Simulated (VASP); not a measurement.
Consider the following.

```
Li3N
1.0
    3.60973     0.00000     0.00000
   -1.80486     3.12612     0.00000
    0.00000     0.00000     3.85464
Li N
3 1
Direct
  0.99232   0.99238   0.49757
  0.33927   0.67172   0.99692
  0.66861   0.33016   0.99715
  0.99980   0.00574   0.00836
```

Calculation: revPBE GGA, VASP's PBE PAW potentials (set 64) (plane waves; VASP). Run with EDIFF = 1E-03, 400 eV cut-off, 11×11×9 Γ-centred mesh, Gaussian smearing of 0.010 eV, potentials Li_sv N.

At this cut-off the stress carries a Pulay error, which pulls relaxed volumes low.

Problem. The ions are relaxed. Predict the relaxed structure.

Solution. 
```
Li3N
1.0
    3.60973     0.00000     0.00000
   -1.80486     3.12612     0.00000
    0.00000     0.00000     3.85464
Li N
3 1
Direct
  0.99657   0.99648   0.49990
  0.33415   0.66751   0.99992
  0.66788   0.33496   0.00013
  0.00140   0.00105   0.00005
```
Space group Amm2 (38), at a tolerance of 0.03 Å.

Problem. How much energy does the relaxation gain?

Solution. The energy (σ→0) changes by -4.0 meV/atom, in 11 ionic steps.

| step | E(σ→0) (eV) | max force (eV/Å) | pressure (GPa) | volume (Å³) |
|---|---|---|---|---|
| 1 | -14.8214 | 0.532 | -3.43 | 43.50 |
| 2 | -14.8349 | 0.104 | -3.73 | 43.50 |
| 3 | -14.8355 | 0.087 | -3.52 | 43.50 |
| 4 | -14.8349 | 0.183 | -3.51 | 43.50 |
| 5 | -14.8356 | 0.130 | -3.53 | 43.50 |
| 6 | -14.8368 | 0.068 | -3.55 | 43.50 |
| 7 | -14.8372 | 0.041 | -3.55 | 43.50 |
| 8 | -14.8372 | 0.051 | -3.55 | 43.50 |
| 9 | -14.8372 | 0.045 | -3.55 | 43.50 |
| 10 | -14.8372 | 0.049 | -3.55 | 43.50 |
| 11 | -14.8374 | 0.026 | -3.55 | 43.50 |

The structure comes from a computed database's Li3N entry; how it stands against other phases isn't given here. In the starting cell atoms are displaced from their ideal sites. This run relaxes the ions in a fixed cell. The run is one of a series of settings (EDIFF = 1E-03, EDIFFG = -0.03, IBRION = 2, NSW = 50 against the base run), some of them coarse on purpose.
